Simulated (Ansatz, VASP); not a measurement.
# C in VASP and in Ansatz

```
CELL_PARAMETERS angstrom
2.46653 0.00000 0.00000
-1.23327 2.13608 0.00000
0.00000 0.00000 8.51285
ATOMIC_POSITIONS crystal
C 0.95946 0.00000 0.00250
C 0.00000 0.00000 0.50250
C 0.33333 0.66667 0.00250
C 0.66667 0.33333 0.50250
```

Alike in both runs: task single point; functional PBE; k mesh 24 × 24 × 6; occupations gaussian, width 0.15 eV; no spin polarisation.

```csv
,VASP,Ansatz
version,VASP 6.6.1,Ansatz 0.2.0
potentials or method,"VASP PAW PBE potentials, release 64 (C)","scalar-relativistic, plane waves, PAW"
plane-wave cutoff (eV),520,420
valence electrons in the cell,16,16
```

Ansatz gave:

* gap on the k mesh at the Fermi level (eV): none
* pressure (GPa): 1.8
* largest component of the traceless stress (GPa): 4.26
* rms of the force components (eV/Å): 2.203

Q: Estimate VASP's values.

A: gap on the k mesh at the Fermi level (eV): none; pressure (GPa): 2.1; largest component of the traceless stress (GPa): 4.33; rms of the force components (eV/Å): 2.205.

Atom by atom the forces differ by 0.002 eV/Å (rms over components). A gap of «none» marks a metal or a gap that the smearing closes.

Caveats: this functional lacks dispersion, which binds the layers, so the pressure and a relaxed spacing across them are unreliable; forces of over 1 eV/Å show positions far from the minimum, so gaps and moduli don't describe the material at rest.
